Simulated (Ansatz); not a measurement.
# Ge (Fd-3m) in Ansatz: notebook, part 2 of 2

Ansatz 0.2.0.

### Step 3. Phonons, PBEsol

The input, input.yaml:

```yaml
crystal:
  lattice:
    - [0.0, 2.82891, 2.82891]
    - [2.82891, 0.0, 2.82891]
    - [2.82891, 2.82891, 0.0]
  atoms:
    - { symbol: Ge, position: [0.75, 0.75, 0.75] }
    - { symbol: Ge, position: [0.5, 0.5, 0.5] }
kpoints:
  mp_grid: { grid: [8, 8, 8] }
scf:
  occupations: { method: fermi_dirac, width: 0.05 }
hamiltonian:
  xc: pbesol
  pseudopotentials: { kind: all_electron, lapw: { basis_error: 0.001 } }
output: {}
phonons:
  method: fd
  supercell: [1, 1, 1]
```

Potentials or basis: all-electron LAPW, scalar-relativistic.

On the command line:

```console
$ ansatz run input.yaml --threads 1 --pin off --max-ram 3072MiB --backend cpu --events-out ev --progress --plain --runs-dir out
```

What it wrote:

```text
Warning: RAYON_NUM_THREADS=1 ignored (pool sized by the plan → 1); use --threads N
LAPW: plane waves up to 9.469 Å⁻¹, error target 1.0e-3 eV per atom; small_component_spin mean_spin; Ge in spheres of 1.188 Å, 22 of its electrons in bands, Dirac shells [] (how accurate: hamiltonian.pseudopotentials.lapw.basis_error, Limitations)
Engine: ansatz 0.2.0, aarch64-unknown-linux-gnu
Pseudopotentials: kind: all_electron
Pseudopotential: Ge, LAPW, valence charge 22, lapw/all_electron/scalar/gaussian/Ge, Koelling and Harmon's equation, gaussian nucleus
Functional definition: PBEsol
  exchange = pbesol_x
  correlation = pbesol_c
Crystal: 2 atoms, lattice volume = 45.278 Å³
Basis set: ecut = 341.61675713417344 eV, 645 PW (Γ), exchange–correlation at level 2
Bands: 27, of which v1, the nominal top of the filled ones, is band 22 counted from 1 (21 counted from 0)
Symmetry: 48 space group operations
k-points: 29 of 512
Non-local potential: Ge, projectors of the file, none
Initial density: superposition of atomic densities (chi_scale 0.1, normalization cell)
Initial wavefunctions: plane waves of lowest kinetic energy (no species holds an atomic orbital)
Functional: x = pbesol(κ = 0.804, μ = 0.12345679012345678), c = pbesol(β = 0.046)
iter 1 solved again at ethr=9.32e-4 eV; its pass at ethr=1.00e-1 eV (dr2=4.10e-1 eV) is discarded
SCF iter   1: F=—  HF=-114149.783966 eV  |F-HF|=—  |Δ(HF+E_count)|=         —  Δρ=2.93e-2  dr2=4.13e-1  ethr=9.32e-4  ⟨swp⟩=2.1  Hψ=4834  notcnv=0
preconditioner: auto → none  [insulator: Δε(μ)=0.215 eV  Ē_g=24.226 eV  σ=0.050 eV  W_gap=0.60  n_scr=14 (ndim 8)  ℏωp=29.2 eV  f_vac=0.088  D(μ)=0.07/eV (n_scr^D=0)  ε∞_Penn≈2.5]
SCF iter   2: F=—  HF=-114149.683768 eV  |F-HF|=—  |Δ(HF+E_count)|=   1.00e-1  Δρ=1.28e-2  dr2=7.36e-2  ethr=9.32e-4  ⟨swp⟩=2.0  Hψ=2320  notcnv=0
iter 3 solved again at ethr=8.41e-7 eV; its pass at ethr=1.67e-4 eV (dr2=3.70e-4 eV) is discarded
SCF iter   3: F=—  HF=-114149.670732 eV  |F-HF|=—  |Δ(HF+E_count)|=   1.30e-2  Δρ=1.24e-3  dr2=3.74e-4  ethr=8.41e-7  ⟨swp⟩=2.7  Hψ=3964  notcnv=0
SCF iter   4: F=—  HF=-114149.666681 eV  |F-HF|=—  |Δ(HF+E_count)|=         —  Δρ=4.59e-4  dr2=5.31e-5  ethr=8.41e-7  ⟨swp⟩=3.0  Hψ=2332  notcnv=0
the basis was enlarged: its passes take 62.0 KiB over the memory plan, 1 of 1 planned eigensolver slots
SCF iter   5: F=—  HF=-114149.666698 eV  |F-HF|=—  |Δ(HF+E_count)|=   1.67e-5  Δρ=6.23e-5  dr2=1.11e-6  ethr=1.21e-7  ⟨swp⟩=2.9  Hψ=2233  notcnv=0
SCF iter   6: F=—  HF=-114149.666699 eV  |F-HF|=—  |Δ(HF+E_count)|=   1.70e-6  Δρ=6.54e-6  dr2=1.35e-8  ethr=2.52e-9  ⟨swp⟩=3.0  Hψ=2294  notcnv=0
SCF iter   7: F=-114149.666699 eV  HF=-114149.666699 eV  |F-HF|=1.02e-10  |Δ(HF+E_count)|=   2.06e-8  Δρ=5.18e-7  dr2=1.40e-10  ethr=3.07e-11  ⟨swp⟩=3.0  Hψ=2298  notcnv=0
SCF 1 converged in 7 iterations: F = -114149.666699 eV  dr2 = 1.40e-10
Symmetry: 4 space group operations
k-points: 95 of 512 (time reversal used)
Initial density: handed on by an earlier stage of this run
Initial wavefunctions: plane waves of lowest kinetic energy (no species holds an atomic orbital; no wavefunctions were taken with the density)
iter 1 solved again at ethr=2.64e-7 eV; its pass at ethr=1.00e-1 eV (dr2=1.16e-4 eV) is discarded
SCF iter   1: F=—  HF=-114149.666205 eV  |F-HF|=—  |Δ(HF+E_count)|=         —  Δρ=4.77e-4  dr2=1.07e-4  ethr=2.64e-7  ⟨swp⟩=4.7  Hψ=20661  notcnv=0
preconditioner: auto → none  [metal: Δε(μ)=0.051 eV  Ē_g=24.314 eV  σ=0.050 eV  W_gap=0.25  n_scr=14 (ndim 8)  ℏωp=29.2 eV  f_vac=0.180  D(μ)=0.11/eV (n_scr^D=0)]
iter 2 solved again at ethr=2.30e-8 eV; its pass at ethr=2.43e-7 eV (dr2=1.01e-5 eV) is discarded
SCF iter   2: F=—  HF=-114149.666171 eV  |F-HF|=—  |Δ(HF+E_count)|=   3.41e-5  Δρ=1.81e-4  dr2=1.01e-5  ethr=2.30e-8  ⟨swp⟩=2.0  Hψ=12374  notcnv=0
SCF iter   3: F=—  HF=-114149.666170 eV  |F-HF|=—  |Δ(HF+E_count)|=   8.06e-7  Δρ=4.12e-5  dr2=4.72e-7  ethr=2.29e-8  ⟨swp⟩=2.0  Hψ=7132  notcnv=0
SCF iter   4: F=—  HF=-114149.666170 eV  |F-HF|=—  |Δ(HF+E_count)|=   1.06e-7  Δρ=3.66e-6  dr2=3.28e-9  ethr=1.07e-9  ⟨swp⟩=2.0  Hψ=7132  notcnv=0
SCF iter   5: F=—  HF=-114149.666170 eV  |F-HF|=—  |Δ(HF+E_count)|=   1.69e-9  Δρ=6.99e-7  dr2=1.79e-10  ethr=7.46e-12  ⟨swp⟩=3.0  Hψ=7458  notcnv=0
SCF iter   6: F=-114149.666170 eV  HF=-114149.666170 eV  |F-HF|=4.37e-11  |Δ(HF+E_count)|=  4.80e-10  Δρ=2.65e-7  dr2=1.64e-11  ethr=2.59e-12 (applied; sched 1.00e-12)  ⟨swp⟩=2.0  Hψ=7132  notcnv=0
SCF 2 converged in 6 iterations: F = -114149.666170 eV  dr2 = 1.64e-11
SCF converged after 7 iterations
Free energy (F): -114149.666699 eV
Harris-Foulkes:  -114149.666699 eV  (|F-HF|=1.02e-10)
Internal energy: -114149.665775 eV  (E = F + TS)
E sigma→0 (E₀):  -114149.666237 eV
Entropy (-TS):   -0.000925 eV (-0.462 meV/atom)
Fermi energy:    9.875882 eV
--- Per-component energies (eV) ---
  E_band       = -2087.230702
  E_kinetic    = 116531.830925
  E_xc         = -4256.205770
  E_electrostatic = -226425.290930  (all electrons and nuclei)
  E_smearing   = -0.000925  (= −TS)
  E_closure    = 0.000000  (closes the sum)
  E_atoms      = -114139.838039  (free atoms, spherical and without spin; not in F)
  Σ components = -114149.666699   (vs F -114149.666699, Δ=0.00e0)
  Basis errors (estimates in eV, not in F): energy 4.4e-4 per atom: plane waves 4.0e-4 (2.3e-4 summed), levels above the bands 1.6e-66, relativity 1.3e-8, radial functions 4.2e-5, core shells 6.9e-11; eigenvalues (radial functions only) 2.4e-7; not estimated: angular momenta, meshes, grids; target (lapw.basis_error) 1.0e-3; muffin-tin radii Ge 1.188 Å
--- Forces (eV/Å), atoms counted from 1 ---
  atom   1  Ge     0.00000000     0.00000000     0.00000000
  atom   2  Ge     0.00000000     0.00000000    -0.00000000
  max |Σ_I F_I| component: 1.30e-18 eV/Å
--- Band table (eV; the first three rows and the last of 29) ---
  k-point 0: bands = ["-153.5429", "-153.5405", "-100.8548", "-100.8548", "-100.8548", "-100.8460", "-100.8460", "-100.8460", "-14.9564", "-14.9564", "-14.9564", "-14.9204", "-14.9204", "-14.7084", "-14.7084", "-14.7084", "-14.6956", "-14.6956", "-2.9386", "9.8445", "9.8556", "9.8556", "9.8556", "12.3833", "12.3833", "12.3833", "16.0812"]
  k-point 1: bands = ["-153.5428", "-153.5405", "-100.8549", "-100.8549", "-100.8547", "-100.8462", "-100.8460", "-100.8460", "-14.9646", "-14.9646", "-14.9539", "-14.9090", "-14.9090", "-14.7207", "-14.7207", "-14.7114", "-14.6852", "-14.6852", "-2.7479", "7.4835", "9.5187", "9.5187", "10.8554", "12.8331", "12.8331", "13.3025", "17.0368"]
  k-point 2: bands = ["-153.5426", "-153.5407", "-100.8551", "-100.8551", "-100.8543", "-100.8465", "-100.8458", "-100.8458", "-14.9747", "-14.9747", "-14.9477", "-14.8917", "-14.8917", "-14.7346", "-14.7346", "-14.7187", "-14.6748", "-14.6748", "-2.1944", "5.1191", "8.9702", "8.9702", "10.4718", "13.4605", "13.4605", "15.4262", "17.7096"]
  k-point 28: bands = ["-153.5417", "-153.5417", "-100.8559", "-100.8559", "-100.8504", "-100.8504", "-100.8449", "-100.8449", "-15.0042", "-15.0042", "-14.8620", "-14.8620", "-14.8131", "-14.8131", "-14.7808", "-14.7808", "-14.6416", "-14.6416", "1.0554", "1.0554", "5.9191", "5.9191", "14.1400", "14.1400", "14.4886", "14.4886", "20.8205"]
--- Phonons: 1 displaced member + reference (amplitude 0.01 Å, Σ member SCF iterations 6) ---
  symmetry images taken by strict's conditions (phonons.symmetry_images: auto; settled by no image being taken that strict refuses)
  ASR residual: 1.436e-4 → 0.000e0 eV/Å²; symmetrization residual: 8.882e-15 eV/Å²
  largest component of a force at the reference: 1.3e-18 eV/Å
  ASR residual per site (eV/Å²): 1.44e-4 1.44e-4
  Γ frequencies (cm⁻¹): 0.00 0.00 0.00 281.83 281.83 281.83
  density of states and harmonic sums: on the 19×19×19 q-mesh, interpolated from the force constants of a 1×1×1 supercell (no non-analytic term)
  largest difference from the sums on the solved wave vectors: F 4.59e-1 eV, S 7.17e-4 and C_V 2.58e-4 eV/K
  zero-point energy: 0.071293 eV/cell   skipped modes (ω ≤ 0): 3   left out of the sums: 7.29e-5 of the cell's modes: C_V's classical limit lies that fraction below 3 k_B per atom; for a crystal, a wire or a layer, F and S can be off by more, and a phonons.interpolated_qmesh denser along its periods is the remedy for the sampling
```

phthermo.tsv:

```text
# format = ansatz-phthermo/1
# interpolated_qmesh = 19 19 19
# force_constants_supercell = 1 1 1
# non_analytic_term = not included (the non-analytic LO-TO correction is not applied to the interpolated dynamical matrix; polar crystals: no LO-TO splitting at GAMMA, and LO and other optical branches, acoustic branches and sound speeds, and with them the density of states and the thermodynamics, can be off between the wave vectors that the force constants were sampled on, most near GAMMA; a larger extent of the force constants narrows that region and is not shown to mend the acoustic slopes)
# zero_point_energy_ev = 7.1292685623e-2
# n_skipped_modes = 3
# share_of_modes_left_out = 7.2896923750e-5
# rigid_motions_known_by = geometry
# t_k	f_vib_ev	s_ev_per_k	c_v_ev_per_k
0.0000	7.1292685623e-2	0.0000000000e0	0.0000000000e0
10.0000	7.1292324533e-2	1.7756407610e-7	6.3352359989e-7
20.0000	7.1284316731e-2	1.8094722869e-6	5.9285376576e-6
30.0000	7.1244757231e-2	6.8542468081e-6	2.2358945105e-5
40.0000	7.1129700290e-2	1.7101690586e-5	5.2376010963e-5
50.0000	7.0884008791e-2	3.2924808228e-5	9.2053930591e-5
[... 93 lines left out ...]
990.0000	-6.7835799605e-1	1.2058202654e-3	5.1340700315e-4
1000.0000	-6.9044204269e-1	1.2109805371e-3	5.1347818349e-4
```

Wall time 52 s (1 thread of Arm Neoverse V2, shared host); peak memory 0.43 GiB.

What came out:

| Quantity | Value |
| --- | --- |
| Free energy | -114149.6667 eV |
| Band gap on the k mesh | none (metal or under the smearing width) |
| Highest phonon frequency at Γ | 282 cm⁻¹ |

Levels at points of the mesh, in eV from the Fermi level:
```
             k point  band 18  band 19  band 20  band 21  band 22  band 23  band 24  band 25  band 26  band 27
  (0.00, 0.00, 0.00)   -24.57   -12.81    -0.03    -0.02    -0.02    -0.02     2.51     2.51     2.51     6.21
 (0.00, 0.00, -0.50)   -24.54   -10.72    -7.65    -1.43    -1.43     0.10     3.68     3.68     6.95    10.41
(0.00, -0.50, -0.50)   -24.53    -8.92    -8.92    -3.11    -3.11     0.64     0.64     9.46     9.46    11.49
```

Phonon frequencies in cm⁻¹ (negative: imaginary):
```tsv
q point	frequencies
(0.000, 0.000, 0.000)	0 0 0 282 282 282
```

Caveat: a metal's response needs a denser mesh; this crystal is a semiconductor, whose small gap the functional closes, so the metal is an error of the method.

### Step 4. Elastic constants, PBEsol

Changes to input.yaml since step 3:

```diff
@@ -9,3 +9,3 @@
 kpoints:
-  mp_grid: { grid: [8, 8, 8] }
+  mp_grid: { grid: [6, 6, 6] }
 scf:
@@ -15,5 +15,7 @@
   pseudopotentials: { kind: all_electron, lapw: { basis_error: 0.001 } }
-output: {}
-phonons:
-  method: fd
-  supercell: [1, 1, 1]
+output:
+  forces: true
+  stress: true
+elastic:
+  mode: relaxed_ion
+  stencil: two_point
```

On the command line:

```console
$ ansatz run input.yaml --threads 1 --pin off --max-ram 3072MiB --backend cpu --events-out ev --progress --plain --runs-dir out
```

It took 89 s on 1 thread of Arm Neoverse V2, shared host; peak memory 0.36 GiB.

It converged, with:

| Quantity | Value |
| --- | --- |
| Free energy | -114149.6317 eV |
| Pressure | 0.7 GPa |
| Band gap on the k mesh | none (metal or under the smearing width) |
| Elastic constants C11, C12, C44 | 106, 41, 45 GPa |
| Voigt bulk modulus | 63 GPa |

Levels at points of the mesh, in eV from the Fermi level:
| k point | band 18 | band 19 | band 20 | band 21 | band 22 | band 23 | band 24 | band 25 | band 26 | band 27 |
| --- | --- | --- | --- | --- | --- | --- | --- | --- | --- | --- |
| (0.00, 0.00, 0.00) | -24.57 | -12.82 | -0.03 | -0.02 | -0.02 | -0.02 | 2.50 | 2.50 | 2.50 | 6.20 |
| (0.00, 0.00, -0.50) | -24.54 | -10.72 | -7.65 | -1.43 | -1.43 | 0.10 | 3.68 | 3.68 | 6.94 | 10.40 |
| (0.00, -0.50, -0.50) | -24.53 | -8.92 | -8.92 | -3.11 | -3.11 | 0.64 | 0.64 | 9.46 | 9.46 | 11.49 |

Elastic tensor in Voigt notation (GPa, in the Cartesian axes of the cell as first typed):
```
106  41  41   0   0   0
 41 106  41   0   0   0
 41  41 106   0   0   0
  0   0   0  45   0   0
  0   0   0   0  45   0
  0   0   0   0   0  45
```

Caveat: the k mesh is thin for a metal, which can move the energy by tens of meV per atom; a metal's response needs a denser mesh; elastic constants of metals need much finer meshes, so these are rough; this crystal is a semiconductor, whose small gap the functional closes, so the metal is an error of the method.

### Step 5. The runs side by side

| task | potentials or basis | k mesh | cutoff (eV) | basis error allowed | gap on the mesh (eV) | pressure (GPa) |
| --- | --- | --- | --- | --- | --- | --- |
| density of states | all-electron PAW datasets made for the crystal | 8 × 8 × 8 | 140 | - | none | 0.6 |
| phonons | all-electron LAPW, scalar-relativistic | 8 × 8 × 8 | 342 | 0.001 eV/atom | none | - |
| elastic constants | all-electron LAPW, scalar-relativistic | 6 × 6 × 6 | 342 | 0.001 eV/atom | none | 0.7 |

Alike in all rows: level PBEsol; no spin polarisation; cell as given; smearing fermi-dirac 0.05 eV.

Caveats: this crystal is a semiconductor, whose small gap the functional closes, so the metal is an error of the method; a metal's response needs a denser mesh (some runs); the program warned that the printed levels may be off, so bands, gaps and densities of states are rough (some runs); the k mesh is thin for a metal, which can move the energy by tens of meV per atom (some runs); elastic constants of metals need much finer meshes, so these are rough (some runs).

Compare energies only between runs with the same functional and basis.

### Step 6. How close it comes

Step 2. Measured gap of Ge: 0.807 eV (direct; 300 K; “Electronic and optical properties of SixGe1-x-ySny alloys lattice-matched to Ge”, 2021, arxiv:2109.02782). This calculation gives 0.00 eV (-0.81 eV). 3 values of this kind are on record (0.666 to 0.807 eV); this one was drawn at random among those near their median. Spin-orbit coupling on Ge is left out. The value is that of PBEsol on a finite k mesh, which can miss the band edges, without temperature or zero-point motion. Semilocal functionals fall short of measured gaps as a rule.

Step 3. Measured gap of Ge: 0.744 eV (indirect; 0 K; “Temperature-dependent photoluminescence in Ge: experiment and theory”, 2020, arxiv:2003.00143). This calculation gives 0.00 eV (-0.74 eV). 3 values of this kind are on record (0.666 to 0.807 eV); this one was drawn at random among those near their median. Spin-orbit coupling on Ge is left out. The value is that of PBEsol on a finite k mesh, which can miss the band edges, without temperature or zero-point motion. Semilocal functionals fall short of measured gaps as a rule.

Step 4. A measured gap of Ge is 0.807 eV (direct; 300 K; “Electronic and optical properties of SixGe1-x-ySny alloys lattice-matched to Ge”, 2021, arxiv:2109.02782); the calculated 0.00 eV misses it by -0.81 eV. 3 values of this kind are on record (0.666 to 0.807 eV); this one was drawn at random among those near their median. Spin-orbit coupling on Ge is left out. The value is that of PBEsol on a finite k mesh, which can miss the band edges, without temperature or zero-point motion. Semilocal functionals fall short of measured gaps as a rule.
